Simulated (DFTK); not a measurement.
Runs of DFTK 0.8.2 on W. The structure is cubic, space group Im-3m (No. 229). The conventional cell has a = 3.165 Å, b = 3.165 Å, c = 3.165 Å, α = 90.00°, β = 90.00°, γ = 90.00°. W (site symmetry m-3m) is surrounded by 8 W at 2.74 Å. 

```tsv
task	level	potentials or basis	cell	k mesh	cutoff (eV)	valence electrons	SCF solver	mesh quality	gap on the mesh (eV)	pressure (GPa)	V0 of scaled cells (Å³/atom)	B0 (GPa)
single point	PBEsol	dojo.nc.sr.pbesol.v0_4_1.standard.upf (PBEsol)	cell strained at random at fixed volume	12 × 12 × 12	1007	W 14	-	not flagged	none	-2.6	-	-
equation of state	LDA	cp2k.nc.sr.lda.v0_1.semicore.gth (LDA, GTH)	as given	9 × 9 × 9	1415	W 14	-	not flagged	-	-	15.46	(b)
single point	PBEsol	dojo.nc.sr.pbesol.v0_4_1.standard.upf (PBEsol)	as given	12 × 12 × 12	1007	W 14	-	not flagged	none	-2.8	-	-
band structure	LDA	cp2k.nc.sr.lda.v0_1.largecore.gth (LDA, GTH, large core)	as given	12 × 12 × 12	789	W 6	-	not flagged	none	-7.9	-	-
equation of state	r2SCAN	SG15 1.2 (PBE)	as given	7 × 7 × 7	1225	W 28	-	coarse	-	-	(a)	(c)
equation of state	PBEsol	dojo.nc.sr.pbesol.v0_4_1.standard.upf (PBEsol)	as given	12 × 12 × 12	1007	W 14	-	not flagged	-	-	15.71	317
equation of state	PBEsol	SG15 1.2 (PBE)	as given	8 × 8 × 8	1225	W 28	-	not flagged	-	-	15.64	326
band structure	BJ06	cp2k.nc.sr.pbe.v0_1.largecore.gth (PBE, GTH, large core)	as given	12 × 12 × 12	1197	W 6	ScfAndersonSolver	not flagged	none	-	-	-
```

Alike in all rows: no spin polarisation; smearing fermi-dirac 0.05 eV.

Q: Estimate the missing entries.

A: (a) 15.28; (b) 338; (c) 308.

Caveats: some runs use coarse meshes; GTH potentials come without recommended cutoffs, and this one wasn't checked for convergence (some runs); the potentials were made for another functional, which shifts forces and pressure (some runs); spin-orbit coupling is left out, which moves the levels of the heavy elements (some runs); this set keeps more shells in the core, which shifts pressures and gaps (some runs); the program leaves the constant c of mgga_x_tb09 at 1, so the potential is Becke-Johnson's (BJ06) and not Tran and Blaha's, with levels but no total energy (some runs).

A k mesh can miss the band edges, and the runs leave out spin-orbit coupling on W.

A gap of «none» marks a metal or a gap under the smearing width.

Runs at the PBE level aren't shown here.
